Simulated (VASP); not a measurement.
# SrTiO3 (Tausonite) (Pm-3m) in VASP: further runs, part 3 of 3

VASP 6.6.1. Earlier steps stand in the parts before.

## 5. Relaxation of cell and atoms, PBEsol, target pressure 2.3 GPa, at which the enthalpy is minimised

This run uses another cell than the first one, of 11.67 Å³/atom, 0.980 times its volume.

The input, INCAR:

```
PREC     = Accurate       # precision mode
ENCUT    = 600            # plane-wave cutoff, eV
EDIFF    = 1E-7           # SCF threshold, eV
ISMEAR   = 0              # smearing method
SIGMA    = 0.03           # smearing width, eV
LREAL    = False          # projectors in reciprocal space
LASPH    = True           # aspherical terms in the spheres
NELM     = 80             # most SCF steps
ALGO     = Normal         # electronic algorithm
ISIF     = 3              # what is computed and relaxed
LWAVE    = False          # write WAVECAR
LCHARG   = False          # write CHGCAR
GGA      = PS             # functional
IBRION   = 2              # ionic algorithm
NSW      = 90             # ionic steps
EDIFFG   = -0.005         # ionic threshold
PSTRESS  = 23.0
```

The input, KPOINTS:

```
regular mesh
0
Gamma
  8 8 8
```

The input, POSCAR:

```
SrTiO3                                  
1.0
    3.8791333856      0.0000000000      0.0000000000
    0.0000000000      3.8791333856     -0.0000000000
    0.0000000000     -0.0000000000      3.8791333856
  Sr              Ti              O             
     1     1     3
Direct
     0.5000000000000000    0.5000000000000000    0.5000000000000000
     0.0000000000000000    0.0000000000000000    0.0000000000000000
     0.5000000000000000    0.0000000000000000    0.0000000000000000
     0.0000000000000000    0.5000000000000000    0.0000000000000000
     0.0000000000000000    0.0000000000000000    0.5000000000000000
```

Started as:

```
$ cat potpaw_PBE.64/Sr_sv/POTCAR potpaw_PBE.64/Ti_sv/POTCAR potpaw_PBE.64/O/POTCAR > POTCAR
$ mpirun -np 1 vasp_std > vasp.out
```

Wall time 47 s (1 thread of Intel Xeon Platinum 8259CL at 2.50GHz (Skylake/Cascade Lake), shared host); peak memory 0.22 GiB.

The run converged. Its results:

```yaml
Free_energy: -42.0156 eV
Pressure_after_relaxing: 2.3 GPa
Band_gap_on_the_k_mesh: 1.84 eV, indirect (least direct gap 2.18 eV)
```

Final structure:
```
Sr Ti O
1.0
     3.87913    0.00000    0.00000
     0.00000    3.87913    0.00000
     0.00000    0.00000    3.87913
Sr Ti O
1 1 3
Direct
  0.50000 0.50000 0.50000
  0.00000 0.00000 0.00000
  0.50000 0.00000 0.00000
  0.00000 0.50000 0.00000
  0.00000 0.00000 0.50000
```

Levels at points of the mesh, in eV from the valence-band top:
```tsv
k point	band 17	band 18	band 19	band 20	band 21	band 22	band 23	band 24
(0.00, 0.00, 0.00)	-1.22	-0.35	-0.35	-0.35	1.84	1.84	1.84	4.47
(0.50, 0.00, 0.00)	-2.44	-2.10	-0.74	-0.74	2.02	3.88	3.88	4.50
(0.50, 0.50, 0.00)	-1.73	-1.61	-1.61	-0.10	3.89	3.89	4.35	5.49
(0.50, 0.50, 0.50)	-3.84	0.00	0.00	0.00	4.59	4.59	4.59	6.94
```

Caveat: the relaxation stopped at its first step, so nothing moved; the cell is relaxed towards a set pressure, so the enthalpy falls and the energy may rise; the PAW data sets were made with another functional, which shifts forces and pressure a little.

## 6. Relaxation of cell and atoms, LDA

The input, INCAR:

```
SYSTEM = SrTiO3
PREC     = Accurate       ! precision mode
ENCUT    = 600            ! plane-wave cutoff, eV
EDIFF    = 1E-6           ! SCF threshold, eV
ISMEAR   = 0              ! smearing method
SIGMA    = 0.03           ! smearing width, eV
LREAL    = .False.        ! projectors in reciprocal space
LASPH    = .True.         ! aspherical terms in the spheres
NELM     = 80             ! most SCF steps
ALGO     = Normal         ! electronic algorithm
ISIF     = 3              ! what is computed and relaxed
LWAVE    = .False.        ! write WAVECAR
LCHARG   = .False.        ! write CHGCAR
GGA      = CA             ! functional
IBRION   = 2              ! ionic algorithm
NSW      = 90             ! ionic steps
EDIFFG   = -0.01          ! ionic threshold
```

The input, KPOINTS:

```
regular mesh
0
Gamma
  8 8 8
  0 0 0
```

The input, POSCAR:

```
SrTiO3
1.0
    3.9052800000      0.0000000000      0.0000000000
    0.0000000000      3.9052800000      0.0000000000
    0.0000000000      0.0000000000      3.9052800000
Sr Ti O
1 1 3
Direct
    0.5000000000      0.5000000000      0.5000000000
    0.0000000000      0.0000000000      0.0000000000
    0.5000000000      0.0000000000      0.0000000000
    0.0000000000      0.5000000000      0.0000000000
    0.0000000000      0.0000000000      0.5000000000
```

Potentials or basis: VASP PAW LDA potentials, release 64 (Sr_sv, Ti_sv, O).

Started as:

```
$ cat potpaw_LDA.64/Sr_sv/POTCAR potpaw_LDA.64/Ti_sv/POTCAR potpaw_LDA.64/O/POTCAR > POTCAR
$ mpirun -np 1 vasp_std > vasp.out
```

OUTCAR:

```text
SYSTEM = SrTiO3
   PREC = Accurate
   ENCUT = 600
   EDIFF = 1E-6
   ISMEAR = 0
   LREAL = .False.
   LASPH = .True.
   NELM = 80
   ISIF = 3
   GGA = CA
   IBRION = 2
   NSW = 90
   EDIFFG = -0.01

 ion  position               nearest neighbor table
   1  0.500  0.500  0.500-   3 2.76   4 2.76   5 2.76   3 2.76   4 2.76   3 2.76   5 2.76   3 2.76
                             4 2.76   5 2.76   4 2.76   5 2.76   2 3.38   2 3.38   2 3.38   2 3.38
   2  0.000  0.000  0.000-   3 1.95   4 1.95   5 1.95   5 1.95   4 1.95   3 1.95   1 3.38   1 3.38
                             1 3.38   1 3.38   1 3.38   1 3.38   1 3.38   1 3.38
   3  0.500  0.000  0.000-   2 1.95   2 1.95   1 2.76   1 2.76   1 2.76   1 2.76
   4  0.000  0.500  0.000-   2 1.95   2 1.95   1 2.76   1 2.76   1 2.76   1 2.76
   5  0.000  0.000  0.500-   2 1.95   2 1.95   1 2.76   1 2.76   1 2.76   1 2.76

  LATTYP: Found a simple cubic cell.
 ALAT       =     3.9052800000

  Lattice vectors:

 A1 = (   3.9052800000,   0.0000000000,   0.0000000000)
 A2 = (   0.0000000000,   3.9052800000,   0.0000000000)
 A3 = (   0.0000000000,   0.0000000000,   3.9052800000)

Analysis of symmetry for initial positions (statically):
=====================================================================
 Subroutine PRICEL returns:
 Original cell was already a primitive cell.

 Routine SETGRP: Setting up the symmetry group for a
 simple cubic supercell.

 Subroutine GETGRP returns: Found 48 space group operations
 (whereof 48 operations were pure point group operations)
 out of a pool of 48 trial point group operations.

The static configuration has the point symmetry O_h .

Analysis of symmetry for dynamics (positions and initial velocities):
=====================================================================
 Subroutine PRICEL returns:
 Original cell was already a primitive cell.

 Routine SETGRP: Setting up the symmetry group for a
 simple cubic supercell.

 Subroutine GETGRP returns: Found 48 space group operations
 (whereof 48 operations were pure point group operations)
 out of a pool of 48 trial point group operations.

The dynamic configuration has the point symmetry O_h .

 Subroutine INISYM returns: Found 48 space group operations
 (whereof 48 operations are pure point group operations),
 and found     1 'primitive' translations

----------------------------------------------------------------------------------------

                                     Primitive cell

  volume of cell :      59.5603

  direct lattice vectors                    reciprocal lattice vectors
     3.905280000  0.000000000  0.000000000     0.256063586  0.000000000  0.000000000
     0.000000000  3.905280000  0.000000000     0.000000000  0.256063586  0.000000000
     0.000000000  0.000000000  3.905280000     0.000000000  0.000000000  0.256063586

  length of vectors
     3.905280000  3.905280000  3.905280000     0.256063586  0.256063586  0.256063586

  position of ions in fractional coordinates (direct lattice)
     0.500000000  0.500000000  0.500000000
     0.000000000  0.000000000  0.000000000
     0.500000000  0.000000000  0.000000000
     0.000000000  0.500000000  0.000000000
     0.000000000  0.000000000  0.500000000

[... 62 lines left out ...]
   number of dos      NEDOS =    301   number of ions     NIONS =      5
   total plane-waves  NPLWV =  32768
   dimension x,y,z NGX =    32 NGY =   32 NGZ =   32
   dimension x,y,z NGXF=    64 NGYF=   64 NGZF=   64
   ions per type =               1   1   3
   NGX,Y,Z   is equivalent  to a cutoff of  13.62, 13.62, 13.62 a.u.
   NGXF,Y,Z  is equivalent  to a cutoff of  27.24, 27.24, 27.24 a.u.
 SYSTEM =  SrTiO3
   PREC   = accura    normal or accurate (medium, high low for compatibility)
   ISTART =      0    job   : 0-new  1-cont  2-samecut
   ICHARG =      2    charge: 1-file 2-atom 10-const
   ISPIN  =      1    spin polarized calculation?
   LNONCOLLINEAR =      F non collinear calculations
   LSORBIT =      F    spin-orbit coupling
   LASPH  =      T    aspherical Exc in radial PAW
   ENCUT  =  600.0 eV  44.10 Ry    6.64 a.u.   7.80  7.80  7.80*2*pi/ulx,y,z
   NELM   =     80;   NELMIN=  2; NELMDL= -5     # of ELM steps
   EDIFF  = 0.1E-05   stopping-criterion for ELM
   LREAL  =      F    real-space projection
   EDIFFG = -.1E-01   stopping-criterion for IOM
   NSW    =     90    number of steps for IOM
   IBRION =      2    ionic relax: 0-MD 1-quasi-New 2-CG
   NFREE  =      1    steps in history (QN), initial steepest desc. (CG)
   ISIF   =      3    stress and relaxation
   ISYM   =      2    0-nonsym 1-usesym 2-fastsym
   POTIM  = 0.5000    time-step for ionic-motion
   TEBEG  =    0.0;   TEEND  =   0.0 temperature during run
   PSTRESS=    0.0 pullay stress
   NELECT =      40.0000    total number of electrons
   NUPDOWN=      -1.0000    fix difference up-down
   EMIN   =  10.00;   EMAX   =-10.00  energy-range for DOS
   EFERMI =   0.00;   METHOD = LEGACY
   ISMEAR =     0;   SIGMA  =   0.03  broadening in eV -4-tet -1-fermi 0-gaus
   EFERMI_NEDOS =   21; number of points for ismear=-14 and -15
   IALGO  =     38    algorithm
   IMIX   =      4    mixing-type and parameters
     AMIX     =   0.40;   BMIX     =  1.00
     AMIX_MAG =   1.60;   BMIX_MAG =  1.00
  volume/ion in A,a.u.               =      11.91        80.39
  Fermi-wavevector in a.u.,A,eV,Ry     =   1.433648  2.709203 27.964703  2.055348
  Thomas-Fermi vector in A             =   2.553143
   LORBIT       =      0    0 simple, 1 ext, 2 COOP (PROOUT), +10 PAW based schemes
   GGA     = CA    functional components
   LHFCALC =     F    Hartree Fock is set to
   AEXX    =    0.0000 exact exchange contribution
   IVDW    =     0    specifies the selected vdW correction
   LEPSILON=     F    determine dielectric tensor
   LRPA    =     F    only Hartree local field effects (RPA)
 conjugate gradient relaxation of ions
 non-spin polarized calculation
 Gauss-broadening in eV      SIGMA  =   0.03
  energy-cutoff  :      600.00
  volume of cell :       59.56
 maximum number of plane-waves:      2008
 NGX is ok and might be reduce to    32
   NGX = 15   NGY = 15   NGZ = 15

--------------------------------------- Ionic step        1  -------------------------------------------

 number of electron      39.9999978 magnetization

 Free energy of the ion-electron system (eV)
  ---------------------------------------------------
  ext. energy  EPLUGINS =         0.00000000
  ---------------------------------------------------
  free energy    TOTEN  =       -44.14623915 eV

  energy without entropy =      -44.14623915  energy(sigma->0) =      -44.14623915

------------------------ aborting loop because EDIFF is reached ----------------------------------------

  FORCE on cell =-STRESS in cart. coord.  units (eV):
  Direction    XX          YY          ZZ          XY          YZ          ZX
  --------------------------------------------------------------------------------------
  -------------------------------------------------------------------------------------
  Total       -2.4757028     -2.4757028     -2.4757028      0.0000000     -0.0000000      0.0000000
  in kB      -66.5966773    -66.5966773    -66.5966773      0.0000000     -0.0000000      0.0000000
  external PRESSURE =     -66.5966773 kB  Pullay stress =       0.0000000 kB
[... 65 lines left out ...]
--------------------------------------- Ionic step        3  -------------------------------------------

 number of electron      39.9999996 magnetization

 Free energy of the ion-electron system (eV)
  ---------------------------------------------------
  ext. energy  EPLUGINS =         0.00000000
  ---------------------------------------------------
  free energy    TOTEN  =       -44.18978184 eV

  energy without entropy =      -44.18978184  energy(sigma->0) =      -44.18978184

 E-fermi :   4.3071     XC(G=0): -11.9768

 val. band max:        4.1681019064   @ k =   0.5000   0.5000   0.5000
 cond. band min:       5.9781037374   @ k =   0.0000   0.0000   0.0000
 fundamental gap:      1.8100018310
 Fermi energy:         4.3070912864

 k-point     1 :       0.0000    0.0000    0.0000
  band No.  band energies     occupation
      1     -51.4172      2.00000
      2     -28.2228      2.00000
      3     -28.0946      2.00000
      4     -28.0946      2.00000
      5     -28.0946      2.00000
      6     -13.0892      2.00000
[... 637 lines left out ...]
     23       8.4579      0.00000
     24      10.2808      0.00000

 [... further k-points ...]

------------------------ aborting loop because EDIFF is reached ----------------------------------------

  FORCE on cell =-STRESS in cart. coord.  units (eV):
  Direction    XX          YY          ZZ          XY          YZ          ZX
  --------------------------------------------------------------------------------------
  -------------------------------------------------------------------------------------
  Total       -0.0217397     -0.0217397     -0.0217397     -0.0000000     -0.0000000      0.0000000
  in kB       -0.6055733     -0.6055733     -0.6055733     -0.0000000     -0.0000000      0.0000000
  external PRESSURE =      -0.6055733 kB  Pullay stress =       0.0000000 kB
[... 20 lines left out ...]
  FREE ENERGIE OF THE ION-ELECTRON SYSTEM (eV)
  ---------------------------------------------------
  free  energy   TOTEN  =       -44.1897818415 eV

  energy  without entropy=      -44.1897818415  energy(sigma->0) =      -44.18978184

 reached required accuracy - stopping structural energy minimisation
```

Wall time 50 s (1 thread of Intel Xeon 6975P-C (Granite Rapids), shared host); peak memory 0.2 GiB.

Results:

- Free energy: -44.1898 eV
- Relaxed volume: 11.50 Å³/atom
- Relaxed cell: a = 3.860 Å, b = 3.860 Å, c = 3.860 Å, α = 90.00°, β = 90.00°, γ = 90.00°
- Space group after relaxing (to 0.05 Å): Pm-3m (No. 221)
- Energy gained by relaxing: 8.7 meV/atom
- Ionic steps: 3
- Pressure after relaxing: -0.1 GPa
- Band gap on the k mesh: 1.81 eV, indirect (least direct gap 2.15 eV)

The path:
| step | energy change (eV) | largest force (eV/Å) | pressure (GPa) | volume (Å³) |
| --- | --- | --- | --- | --- |
| 1 | 0.0000 | 0.0000 | -6.66 | 59.56 |
| 2 | 0.0079 | 0.0000 | 8.11 | 55.39 |
| 3 | -0.0435 | 0.0000 | -0.06 | 57.52 |

Final structure:
```
Sr Ti O
1.0
     3.86010    0.00000    0.00000
     0.00000    3.86010    0.00000
     0.00000    0.00000    3.86010
Sr Ti O
1 1 3
Cartesian
  1.9301 1.9301 1.9301
  0.0000 0.0000 0.0000
  1.9301 0.0000 0.0000
  0.0000 1.9301 0.0000
  0.0000 0.0000 1.9301
```

Levels at points of the mesh, in eV from the valence-band top:
```csv
k point,band 18,band 19,band 20,band 21,band 22,band 23
"(0.00, 0.00, 0.00)",-0.34,-0.34,-0.34,1.81,1.81,1.81
"(0.50, 0.00, 0.00)",-2.16,-0.73,-0.73,2.01,3.92,3.92
"(0.50, 0.50, 0.00)",-1.62,-1.62,-0.10,3.93,3.93,4.39
"(0.50, 0.50, 0.50)",0.00,0.00,0.00,4.65,4.65,4.65
```

A k mesh can miss the band edges. LDA usually gives volumes a few per cent too small.

## 7. Overview

| level | potentials or basis | cell | target pressure | gap on the mesh (eV) | pressure (GPa) |
| --- | --- | --- | --- | --- | --- |
| PBEsol | VASP PAW PBE potentials, release 64 (Sr_sv, Ti_sv, O) | relaxed | - | 1.82 | 0.0 |
| PBEsol | VASP PAW PBE potentials, release 64 (Sr_sv, Ti_sv, O) | relaxed to 2.3 GPa | 2.3 GPa | 1.84 | 2.3 |
| LDA | VASP PAW LDA potentials, release 64 (Sr_sv, Ti_sv, O) | relaxed | - | 1.81 | -0.1 |

Alike in all rows: task relaxation of cell and atoms; no spin polarisation; k mesh 8 × 8 × 8; cutoff (eV) 600; smearing gaussian 0.03 eV.

Caveats: the relaxation stopped at its first step, so nothing moved (some runs); the PAW data sets were made with another functional, which shifts forces and pressure a little (some runs); the cell is relaxed towards a set pressure, so the enthalpy falls and the energy may rise (some runs).

Absolute energies hang on the potentials; compare differences alone.
